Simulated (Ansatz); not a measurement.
# Zr2COS MXene monolayer in a perpendicular field, part 2 of 2

What dipole does a perpendicular field induce in the Zr2COS MXene monolayer? A positive field points along +c.

Ansatz 0.2.0; plane-wave DFT, PBE-D3(BJ), Ansatz PAW (set soft_1); PAW set soft_1.

So far. Step 2 (Relaxation): The lattice constant a goes from 3.289 to 3.362 Å.

## (3) Single point, field 0

A sawtooth potential applies the field, turning back in the middle of the vacuum. With the dipole correction the typed value is the field outside the slab. The induced dipole is small, so the SCF threshold is tight.

The cell differs from the one that the last finished run ended in (c 42.187 → 23.224 Å).

The input, input.yaml:

```yaml
crystal:
  lattice:
    - [3.3616299357, 0.0, 0.0]
    - [-1.6808149679, 2.9112569225, 0.0]
    - [0.0, 0.0, 23.2239918514]
  atoms:
    - { symbol: S, position: [0.3333333333, 0.6666666667, 0.3875302772] }
    - { symbol: Zr, position: [0.6666666667, 0.3333333333, 0.4565851277] }
    - { symbol: C, position: [0.0, 0.0, 0.5138798399] }
    - { symbol: Zr, position: [0.3333333333, 0.6666666667, 0.5741454658] }
    - { symbol: O, position: [0.6666666667, 0.3333333333, 0.6124697228] }
kpoints:
  mp_grid: { grid: [18, 18, 1] }
  band_path:
    path: [[0, 0, 0], [0.5, 0, 0], [0.33333333, 0.33333333, 0], [0, 0, 0]]
    npoints: 16
hamiltonian:
  xc: pbe
  dispersion: d3bj
  pseudopotentials: { kind: paw, azcp: { folder: soft_1 } }
scf:
  occupations: { method: fermi_dirac, width: 0.02585 }
  convergence: { dr2_threshold: 1.0e-10 }
efield:
  axis: 3
  dipole_correction: true
  ramp_position: 0.97
  ramp_width: 0.06
  amplitude: 0
output:
  dos: { projected: true, e_range: [-6, 5] }
  write_potential: true
  write_density: true
  volumetric_format: npy
  elf: true
```

The run is started by

```bash
ansatz run input.yaml --threads 2 --pin off --max-ram 3072MiB --backend cpu --events-out ev --progress --plain --runs-dir out
```

Numbers of over 12 decimals in the logs are rounded to 6 here.

The log of the run:

```text
[...]
Crystal: 5 atoms, lattice volume = 227.283 Å³
Basis set: ecut = 420 eV, 4517 PW (Γ)
Bands: 25, of which v1, the nominal top of the filled ones, is band 20 counted from 1 (19 counted from 0)
Symmetry: 6 space group operations
[...]
k-points: 37 of 324 (time reversal used)
[...]
SCF iter   1: F=—  HF=-10100.284954 eV  |F-HF|=—  |Δ(HF+E_count)|=         —  Δρ=7.69e-2  dr2=2.00e1  ethr=3.10e-3  p=-0.000 e·Å  D=-1.51e-7 V/Å  ΔV_dip=0.00 eV  dr2_dipole=4.27e-2  V_vac-E_F(+/−)=8.54/8.54 eV  ⟨swp⟩=9.5  Hψ=5747  notcnv=0
efield: sawtooth ramp at fractional position 0.9700 (set: `efield.ramp_position`, or a place that a band, a saddle search or an elastic batch's reference lends), width 0.0600; the density the first Hamiltonian is built on has a dipole p = -0.000 e·Å; the dipole correction subtracts the counter field D = -1.51e-7 V/Å, which shifts the + side's vacuum level by +0.00 eV against the − side's; the planar-averaged density in the ramp window peaks in size at 3.6e-7 e/Å³
[...]
SCF iter   2: F=—  HF=-10100.375365 eV  |F-HF|=—  |Δ(HF+E_count)|=   9.04e-2  Δρ=8.20e-2  dr2=3.47e1  ethr=3.10e-3  p=-0.164 e·Å  D=-1.30e-1 V/Å  ΔV_dip=3.03 eV  dr2_dipole=5.01e0  V_vac-E_F(+/−)=5.23/2.20 eV  ⟨swp⟩=5.6  Hψ=2995  notcnv=0  defer=30
[...]
SCF iter  13: F=-10095.372255 eV  HF=-10095.372255 eV  |F-HF|=1.64e-11  |Δ(HF+E_count)|=  6.20e-10  Δρ=1.42e-7  dr2=8.46e-11  ethr=1.00e-12  p=0.078 e·Å  D=6.20e-2 V/Å  ΔV_dip=-1.44 eV  dr2_dipole=9.87e-12  V_vac-E_F(+/−)=4.67/6.11 eV  ⟨swp⟩=10.2  Hψ=4409  notcnv=0
SCF 1 converged in 13 iterations: F = -10095.372255 eV  dr2 = 8.46e-11
[...]
NSCF: frozen V_eff on 49 k-points
efield: sawtooth ramp at fractional position 0.9700 (kept from the solve that this one continues, or follows in the run), width 0.0600; the density the first Hamiltonian is built on has a dipole p = 0.078 e·Å; the dipole correction subtracts the counter field D = 6.20e-2 V/Å, which shifts the + side's vacuum level by -1.44 eV against the − side's; the planar-averaged density in the ramp window peaks in size at 5.8e-7 e/Å³
[...]
SCF converged after 13 iterations
Free energy (F): -10095.372255 eV
[...]
Internal energy: -10095.370329 eV  (E = F + TS)
E sigma→0 (E₀):  -10095.371292 eV
Entropy (-TS):   -0.001926 eV (-0.385 meV/atom)
Fermi energy:    0.273414 eV
Dipole field:    D = 0.062018 V/Å  (p = 0.077898 e·Å, saw-weighted, corrected)
Work function:   Φ+ = 4.6661 eV   Φ− = 6.1064 eV
Levels:          The Fermi level and band energies are counted from a zero that moves with the ramp; work functions are not
[...]
--- Band table (eV; the first three rows and the last of 37) ---
  k-point 0: bands = [... 16 lower, -1.8709, -0.8536, 0.4545, 0.4545, 1.5492, 1.5492, 1.7694, 3.0555, ... 1 higher]
  k-point 1: bands = [... 16 lower, -1.8610, -0.7594, 0.1291, 0.2812, 1.5218, 1.7336, 1.9485, 3.0322, ... 1 higher]
  k-point 2: bands = [... 16 lower, -1.8403, -0.8105, -0.3607, -0.0360, 1.3394, 2.0646, 2.3063, 3.0255, ... 1 higher]
  k-point 36: bands = [... 16 lower, -2.8412, -2.2676, -1.9583, -1.8539, 2.1485, 2.6367, 3.3249, 3.7571, ... 1 higher]
```

Elapsed: 16 s, on 2 threads of Intel Xeon Platinum 8375C at 2.90GHz (Ice Lake), shared host; peak memory 0.76 GiB.

Reading the cycles: dr2 is the Hartree energy of the density residual (eV), the measure of convergence; HF is the Harris–Foulkes estimate of the energy, which meets the free energy F at convergence.

Numbers from this step:

```yaml
energy_at_zero_smearing: -10095.3713 eV
work_function_upper_face: 4.666 eV
work_function_lower_face: 6.106 eV
dipole_along_the_normal: 0.07790 e·Å
step_between_the_vacuum_levels: -1.440 eV
```

Running mean over a fixed 2.8 Å (it still follows the layers) of the planar mean; the ramp of the sawtooth is left out. Electron's electrostatic potential energy less the Fermi level against z:

```
z (Å)  electron's electrostatic potential energy less the Fermi level (eV)
  3.0                                                                 6.11
  3.5                                                                 6.11
  4.0                                                                 6.11
  4.5                                                                 6.11
  5.0                                                                 6.11
  5.5                                                                 6.10
  6.0                                                                 6.08
  6.5                                                                 5.96
  7.0                                                                 5.38
  7.5                                                                 3.58
  8.0                                                                 1.27
  8.5                                                               -0.889
  9.0                                                                -3.88
  9.5                                                                -7.42
 10.0                                                                -9.22
 10.5                                                                -9.30
 11.0                                                                -9.25
 11.5                                                                -9.36
 12.0                                                                -9.50
 12.5                                                                -9.85
 13.0                                                                -10.4
 13.5                                                                -9.63
 14.0                                                                -7.93
 14.5                                                                -5.08
 15.0                                                                -1.40
 15.5                                                                 1.94
 16.0                                                                 3.95
 16.5                                                                 4.55
 17.0                                                                 4.64
 17.5                                                                 4.66
 18.0                                                                 4.67
 18.5                                                                 4.67
 19.0                                                                 4.67
 19.5                                                                 4.67
 20.0                                                                 4.67
```

The density of states has structure finer than the step of the table below, so its rows give means over 0.25 eV, whole bins alone (the curve runs from -6 to 1.99 eV). Peaks (eV: height): -5.390: 12.5, -4.730: 14.5, -4.020: 7.32, -3.550: 10.4, -3.240: 10.1, -2.470: 12.1, -1.370: 10.0.

Table of density of states by energy, zero at the Fermi level; means over each step:

```
energy (eV)  density of states (states/eV a cell)
      -5.75                                  1.02
      -5.50                                  3.19
      -5.25                                  4.68
      -5.00                                  2.42
      -4.75                                  5.41
      -4.50                                  3.18
      -4.25                                  3.22
      -4.00                                  3.01
      -3.75                                  2.63
      -3.50                                  2.34
      -3.25                                  4.77
      -3.00                                  1.89
      -2.75                                  3.77
      -2.50                                  7.12
      -2.25                                  5.04
      -2.00                                  2.33
      -1.75                                  2.00
      -1.50                                  3.49
      -1.25                                  3.29
      -1.00                                  2.96
      -0.75                                  1.62
      -0.50                                 0.604
      -0.25                                 0.347
       0.00                                 0.516
       0.25                                 0.963
       0.50                                  1.09
       0.75                                  1.32
       1.00                                  1.89
       1.25                                  1.41
       1.50                                  1.00
       1.75                                  1.67
```

Projected DOS per atom over height of the atomic layer and energy from the Fermi level. Layers: S Zr C Zr O from below.

Values in states/eV, 22 rows by 5 columns, each cell a mean:
```
0.19 0.57 0.12 0.62 0.09
0.09 0.27 0.07 0.45 0.07
0.18 0.64 0.12 0.75 0.12
0.17 0.48 0.09 0.42 0.12
0.14 0.40 0.07 0.27 0.12
0.13 0.17 0.08 0.10 0.06
0.21 0.06 0.09 0.04 0.01
0.83 0.19 0.31 0.12 0.06
1.45 0.31 0.61 0.23 0.14
1.76 0.35 0.92 0.30 0.25
0.82 0.29 0.51 0.21 0.16
1.08 1.16 1.39 0.38 0.32
1.59 1.66 2.17 0.58 0.49
0.75 0.53 0.65 0.19 0.17
1.21 0.79 0.94 0.34 0.31
1.26 0.78 0.42 0.14 0.34
0.66 0.39 0.13 0.20 1.15
0.46 0.41 0.38 0.48 2.09
0.12 0.24 0.38 1.06 3.30
0.02 0.06 0.14 0.79 1.97
0.06 0.16 0.33 1.05 2.22
0.01 0.04 0.07 0.20 0.32
```
Columns: height of the atomic layer (Å) from 9 to 14.2 (not evenly spaced); rows upwards: energy from the Fermi level (eV) from -5.96 to 1.96.

The electronic bands at the labelled points (eV, zero at the Fermi level):

```
  point  band 17  band 18  band 19  band 20  band 21  band 22  band 23  band 24
      Γ    -2.14    -1.13     0.18     0.18     1.28     1.28     1.50     2.78
halfway    -2.41    -2.16    -1.10    -0.83     0.46     2.47     2.64     2.97
      M    -2.96    -2.39    -1.34    -0.80    -0.02     2.47     3.31     3.62
halfway    -2.75    -2.46    -2.14    -1.53     1.06     2.69     2.82     3.85
      K    -3.11    -2.54    -2.23    -2.13     1.88     2.36     3.05     3.48
halfway    -2.48    -2.05    -1.78    -1.10     1.24     1.67     3.08     3.36
      Γ    -2.14    -1.13     0.18     0.18     1.28     1.28     1.50     2.78
```

Valence density in the ca plane at fractional y = 0.333, with atoms of Zr and O within 0.2 Å of it. It is the smooth field of the valence electrons, not physical close to the nuclei.

Ten steps, logarithmic in the rise over the least value, from '0' (0.0 e/Å³) to '9' (7.3 e/Å³), each cell a mean:
```
00000000000001223345654332223454210000000000
00000000000000112357886322235787420000000000
00000000000000112368887421236898520000000000
00000000000000112368887422235898520000000000
00000000000000122346775322224665310000000000
00000000000001233334443333333333100000000000
00000000000001344432223343444321000000000000
00000000000002344432223444444321000000000000
00000000000001234333333333333322100000000000
```
Columns run along c (16.0 Å, from fractional 0.14 to 0.83 of the cell), rows up along a (3.4 Å). Atoms in or near the plane, at fractional coordinates: Zr at (0.46, 0.67), O at (0.61, 0.67).

ELF in the ca plane at fractional y = 0.333, with atoms of Zr and O within 0.2 Å of it. It is the smooth field of the valence electrons, not physical close to the nuclei.

Values, 5 rows by 16 columns, each cell a mean:
```
0.00 0.00 0.00 0.00 0.08 0.34 0.32 0.61 0.30 0.20 0.47 0.71 0.26 0.02 0.00 0.00
0.00 0.00 0.00 0.00 0.01 0.08 0.36 0.53 0.36 0.15 0.64 0.70 0.38 0.03 0.00 0.00
0.00 0.00 0.00 0.00 0.08 0.34 0.33 0.63 0.30 0.19 0.48 0.72 0.27 0.02 0.00 0.00
0.00 0.00 0.00 0.02 0.33 0.73 0.59 0.19 0.56 0.34 0.21 0.17 0.05 0.00 0.00 0.00
0.00 0.00 0.00 0.02 0.34 0.74 0.60 0.19 0.57 0.34 0.19 0.15 0.04 0.00 0.00 0.00
```
Columns run along c (16.0 Å, from fractional 0.14 to 0.83 of the cell), rows up along a (3.4 Å). Atoms in or near the plane, at fractional coordinates: Zr at (0.46, 0.67), O at (0.61, 0.67).

Electrostatic potential energy in the ca plane at fractional y = 0.333, with atoms of Zr and O within 0.2 Å of it. With pseudopotentials it is smooth inside the atoms' cores, unlike the true potential.

Ten even steps from '0' (-44 eV) to '9' (6 eV), each cell a mean:
```
99999999998742368888888789999999999999999999
99999999997400026899885238999999999999999999
99999999997200005899982015999999999999999999
99999999997200016899983026999999999999999999
99999999998520147898887569999999999999999999
99999999988865678888777899999999999999999999
99999999888888888887656889999999999999999999
99999999878888898887556789999999999999999999
99999999888887788887767889999999999999999999
```
Columns run along c (16.0 Å, from fractional 0.25 to 0.94 of the cell; values clipped at the 3rd and 97th percentile), rows up along a (3.4 Å). Atoms in or near the plane, at fractional coordinates: Zr at (0.46, 0.67), O at (0.61, 0.67).

The work function of the upper face is 4.67 eV.

## (4) Single point, field 0.1 V/Å

input.yaml, as its differences from that of step 3:

```diff
@@ -26,7 +26,6 @@
   dipole_correction: true
-  ramp_position: 0.97
-  ramp_width: 0.06
-  amplitude: 0
+  ramp_position: 0.9354
+  ramp_width: 0.1292
+  amplitude: 0.1
 output:
-  dos: { projected: true, e_range: [-6, 5] }
   write_potential: true
@@ -34,2 +33 @@
   volumetric_format: npy
-  elf: true
```

The log of the run:

```text
[...]
Crystal: 5 atoms, lattice volume = 227.283 Å³
Basis set: ecut = 420 eV, 4517 PW (Γ)
Bands: 25, of which v1, the nominal top of the filled ones, is band 20 counted from 1 (19 counted from 0)
Symmetry: 6 space group operations
[...]
k-points: 37 of 324 (time reversal used)
[...]
k-point 0: bands = [... 16 lower, -1.8887, -0.8746, 0.4360, 0.4360, 1.5373, 1.5373, 1.7529, 3.0418, ... 1 higher]
  k-point 1: bands = [... 16 lower, -1.8787, -0.7797, 0.1102, 0.2628, 1.5086, 1.7215, 1.9331, 3.0179, ... 1 higher]
  k-point 2: bands = [... 16 lower, -1.8577, -0.8269, -0.3836, -0.0547, 1.3257, 2.0526, 2.2912, 3.0107, ... 1 higher]
  k-point 36: bands = [... 16 lower, -2.8527, -2.2811, -1.9887, -1.8712, 2.1390, 2.6352, 3.3086, 3.7386, ... 1 higher]
[key lines of the parts left out:]
SCF converged after 14 iterations
Free energy (F): -10095.381844 eV
Fermi energy:    0.258325 eV
Dipole field:    D = 0.090675 V/Å  (p = 0.113892 e·Å, saw-weighted, corrected)
```

Elapsed: 16 s, on 2 threads; peak memory 0.69 GiB; 31 s of CPU time.

The dipole is 0.114 e·Å, 0.0360 e·Å from its value without field.

## (5) Single point, field -0.1 V/Å

input.yaml, as its differences from that of step 4:

```diff
@@ -28,3 +28,3 @@
   ramp_width: 0.1292
-  amplitude: 0.1
+  amplitude: -0.1
 output:
```

The log of the run:

```text
[...]
Crystal: 5 atoms, lattice volume = 227.283 Å³
Basis set: ecut = 420 eV, 4517 PW (Γ)
Bands: 25, of which v1, the nominal top of the filled ones, is band 20 counted from 1 (19 counted from 0)
Symmetry: 6 space group operations
[...]
k-points: 37 of 324 (time reversal used)
[...]
k-point 0: bands = [... 16 lower, -1.8538, -0.8333, 0.4724, 0.4724, 1.5604, 1.5604, 1.7852, 3.0688, ... 1 higher]
  k-point 1: bands = [... 16 lower, -1.8440, -0.7397, 0.1474, 0.2989, 1.5343, 1.7450, 1.9631, 3.0460, ... 1 higher]
  k-point 2: bands = [... 16 lower, -1.8236, -0.7947, -0.3385, -0.0179, 1.3524, 2.0759, 2.3204, 3.0395, ... 1 higher]
  k-point 36: bands = [... 16 lower, -2.8303, -2.2547, -1.9286, -1.8371, 2.1572, 2.6375, 3.3405, 3.7751, ... 1 higher]
[key lines of the parts left out:]
SCF converged after 13 iterations
Free energy (F): -10095.366266 eV
Fermi energy:    0.287864 eV
Dipole field:    D = 0.033355 V/Å  (p = 0.041895 e·Å, saw-weighted, corrected)
```

Run time: 16 s. Hardware: 2 threads; peak memory 0.69 GiB; 31 s of CPU time.

The dipole is 0.0419 e·Å, -0.0360 e·Å from its value without field.

## (6) Response, atoms held

This step: plane-wave DFT, PBE-D3(BJ), Ansatz PAW (set soft_1); response to a field along the normal, atoms held; PAW set soft_1 (Ansatz 0.2.0).

The dipoles give the slope, and the difference of two potentials shows where the field is screened.

Numbers from this step:

```
equivalent conductor thickness p/(ε₀AE) : 6.656 Å
distance between the outer atoms        : 5.224 Å
```

The dipole of the cell by applied field:

```
applied field (V/Å)  dipole of the cell (e·Å)
            -0.1000                    0.0419
             0.0000                    0.0779
             0.1000                     0.114
```

Local field over the applied field, running mean. From the potentials at -0.1 and 0.1 V/Å; running mean over 2.5 Å. Local field over applied field against z:

z (Å), local field over applied field and a bar:
```
      4.5      0.999 ##############################
      5.0      0.998 ##############################
      5.5      0.993 ##############################
      6.0      0.978 #############################
      6.5      0.936 ############################
      7.0      0.840 #########################
      7.5      0.685 ####################
      8.0      0.504 ###############
      8.5      0.321 #########
      9.0      0.164 ####
      9.5      0.073 #
     10.0      0.043 
     10.5      0.036 
     11.0      0.039 
     11.5      0.043 
     12.0      0.046 
     12.5      0.052 
     13.0      0.077 #
     13.5      0.138 ###
     14.0      0.249 #######
     14.5      0.398 ###########
     15.0      0.567 #################
     15.5      0.729 ######################
     16.0      0.863 ##########################
     16.5      0.945 ############################
     17.0      0.981 #############################
     17.5      0.994 ##############################
     18.0      0.998 ##############################
     18.5      0.999 ##############################
     19.0      1.000 ##############################
```

Electrons, planar mean, per unit field. The induced electron density by z:

z (Å), induced electron density (e/Å³ per V/Å) and a bar from the least value:
```
      4.5    0.00000 ##############
      5.0    0.00001 ##############
      5.5    0.00003 ##############
      6.0    0.00010 ###############
      6.5    0.00030 ###############
      7.0    0.00086 ##################
      7.5    0.00216 #######################
      8.0    0.00379 ##############################
      8.5    0.00265 #########################
      9.0    0.00074 #################
      9.5    0.00061 #################
     10.0   -0.00069 ###########
     10.5   -0.00037 #############
     11.0    0.00032 ###############
     11.5    0.00013 ###############
     12.0    0.00035 ################
     12.5   -0.00057 ############
     13.0   -0.00039 ############
     13.5    0.00004 ##############
     14.0   -0.00178 #######
     14.5   -0.00193 ######
     15.0   -0.00337 
     15.5   -0.00186 ######
     16.0   -0.00073 ###########
     16.5   -0.00025 #############
     17.0   -0.00008 ##############
     17.5   -0.00002 ##############
     18.0   -0.00001 ##############
     18.5    0.00000 ##############
     19.0    0.00000 ##############
```

By hand: between -0.1 and 0.1 V/Å the dipole changes by 0.07200 e·Å, a slope of 0.3600 e·Å²/V. A perfect conductor of thickness t has p = ε₀AEt, so t = 180.95 × 0.3600 / 9.787 = 6.66 Å (e/ε₀ = 180.95 V·Å, A in Å²).

The induced dipole is that of a conductor 6.66 Å thick.

## (7) What came out

```yaml
gap_without_field: none
work_function_upper_face: 4.67 eV
step_between_the_vacuum_levels: -1.44 eV
equivalent_conductor_thickness_atoms_held: 6.66 Å
```

The induced dipole equals that of a perfect conductor 6.66 Å thick, while the outer atoms lie 5.22 Å apart. The two faces differ: the vacuum level above lies 1.44 eV lower than the one below. There is no gap over 0.03 eV, with or without the field. The main runs have no spin polarisation; a magnetic state could lie lower and would change these results. Spin-orbit coupling is left out. The MXene's terminations sit over the metal atoms of its far layer; the site over carbon or nitrogen, which some compounds prefer, was not run.

[Logs are printed without paths, hosts, clocks, repeated set-up lines and the standing remarks that a program may print on its own settings, such as how far it seeks lower states.]

[Hosts, paths, dates, database ids (printed as entryN), source tags and the programs' standing remarks are cut or masked in the printed files.]

[Maps of the electrostatic potential energy from Ansatz leave out the sawtooth potential of an applied field or a dipole correction, so their vacuum need not be flat; planar profiles and work functions include it.]

[The density of states shown here was stored with 400 of the rows of the run's finer table, so its peaks can read low, often by over a quarter, or be missed, and its means over a window can be off by a tenth or more.]
